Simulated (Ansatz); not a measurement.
# Mg in Ansatz: the effect of target pressure

Mg:

```
Mg
1.0
     3.17683    0.00000    0.00000
    -1.58841    2.75121    0.00000
     0.00000    0.00000   10.31886
Mg
4
Direct
  0.66667 0.33333 0.75000
  0.00000 0.00000 0.50000
  0.33333 0.66667 0.25000
  0.00000 0.00000 0.00000
```

Alike in all runs:

```yaml
Program: Ansatz 0.2.0
Task: relaxation of cell and atoms
Functional: PBEsol
Potentials_or_basis: Ansatz PAW
Cutoff: "420 eV (not typed: the program's choice for these potentials)"
k_mesh: 10 × 10 × 3
Occupations: fermi-dirac, width 0.05 eV
Spin: no spin polarisation
```

Each run relaxes the cell or the atoms first.

Q: One run gave: relaxed volume 15.38 Å³/atom. Which target pressure did it use?
A. 5 GPa
B. 2 GPa
C. 0 GPa
D. 10 GPa
E. 30 GPa

A: E.

| target pressure | relaxed volume (Å³/atom) |
| --- | --- |
| 0 GPa | 22.66 |
| 2 GPa | 21.56 |
| 5 GPa | 20.30 |
| 10 GPa | 18.75 |
| 20 GPa | 16.73 |
| 30 GPa | 15.38 |

Caveats: the plane-wave basis is chosen anew once the cell has moved, so the energies of steps on either side of that aren't comparable; the PAW data sets come from PBE, with cores solved anew for the run's functional, which leaves a small shift of forces and pressure; the volume moved by over 15 % at a fixed basis, so the end points are rough (some runs).
